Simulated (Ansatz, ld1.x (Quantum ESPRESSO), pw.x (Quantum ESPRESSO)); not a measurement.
What a changed setting does to a pw.x run (fcc Mg)

Potential: norm-conserving Troullier–Martins (Kleinman–Bylander form), ld1.x (Quantum ESPRESSO) 7.5, PBE; core [Ne], reference 3s2 3p0; waves: 3p (bound, empty): rc 2.50 bohr; 3d channel at 0.05 Ry: rc 2.60 bohr; 3s (bound): rc 2.46 bohr; local part: the s channel; core correction: none.

The reference run (k-mesh 13³, cutoffs 35/140 Ry, Fermi–Dirac 0.01 Ry, mixing_beta 0.4, conv_thr 1e-9, no spin) gives -0.29 GPa at 23.198 Å³/atom, where all-electron LAPW gives -0.07 GPa. This run, with its own iteration cap, changes smearing to gauss.

```
&control
  calculation='scf', prefix='x', pseudo_dir='./', outdir='./tmp', tstress=.true., disk_io='none'
/
&system
  ibrav=0, nat=1, ntyp=1, ecutwfc=35, ecutrho=140, nbnd=8,
  occupations='smearing', smearing='gauss', degauss=0.01
/
&electrons
  conv_thr=1e-09, mixing_beta=0.4, electron_maxstep=50
/
ATOMIC_SPECIES
Mg 1.0 Mg.UPF
CELL_PARAMETERS angstrom
  0.00000000 2.26363734 2.26363734
  2.26363734 0.00000000 2.26363734
  2.26363734 2.26363734 0.00000000
ATOMIC_POSITIONS crystal
Mg 0.0000 0.0000 0.0000
K_POINTS automatic
13 13 13 0 0 0
```

```bash
pw.x < Mg.scf.in > Mg.scf.out
```

Q: How does the run end?

A: It converges in 6 iterations; the free energy moves by +11.3 meV/atom and the pressure by -0.06 GPa. Gaussian smearing of the same width is narrower in effect than Fermi–Dirac, so its quadratic term in F is smaller.

```
Message from routine setup:
     using ibrav=0 with symmetry is DISCOURAGED, use correct ibrav instead
     lattice parameter (alat)  =       6.0495  a.u.
     unit-cell volume          =     156.5479 (a.u.)^3
     number of electrons       =         2.00
     number of Kohn-Sham states=            8
     kinetic-energy cutoff     =      35.0000  Ry
     charge density cutoff     =     140.0000  Ry
     scf convergence threshold =      1.0E-09
     Exchange-correlation= PBE
     number of k points=    84  Gaussian smearing, width (Ry)=  0.0100
     iteration #  1     ecut=    35.00 Ry     beta= 0.40
     total energy              =      -1.76549934 Ry
     estimated scf accuracy    <       0.00441065 Ry
     iteration #  2     ecut=    35.00 Ry     beta= 0.40
     total energy              =      -1.76612215 Ry
     estimated scf accuracy    <       0.00161684 Ry
     iteration #  3     ecut=    35.00 Ry     beta= 0.40
     total energy              =      -1.76619337 Ry
     estimated scf accuracy    <       0.00000265 Ry
     iteration #  4     ecut=    35.00 Ry     beta= 0.40
     c_bands:  2 eigenvalues not converged
     total energy              =      -1.76619756 Ry
     estimated scf accuracy    <       0.00000220 Ry
     iteration #  5     ecut=    35.00 Ry     beta= 0.40
     total energy              =      -1.76619775 Ry
     estimated scf accuracy    <          3.7E-09 Ry
     iteration #  6     ecut=    35.00 Ry     beta= 0.40
     the Fermi energy is     3.5761 ev
!    total energy              =      -1.76619775 Ry
     estimated scf accuracy    <          5.7E-10 Ry
     smearing contrib. (-TS)   =      -0.00028281 Ry
     The total energy is F=E-TS. E is the sum of the following terms:
     one-electron contribution =       1.22885920 Ry
     hartree contribution      =       0.00504098 Ry
     xc contribution           =      -0.85618147 Ry
     ewald contribution        =      -2.14363365 Ry
     convergence has been achieved in   6 iterations
          total   stress  (Ry/bohr**3)                   (kbar)     P=       -3.48
     Message from routine punch:
     Nothing written, as per user request (disk_io='none')
```

The run took about 4.7 s on one core of a shared host (Neoverse-V1, 32 threads, 247 GiB, load 18).
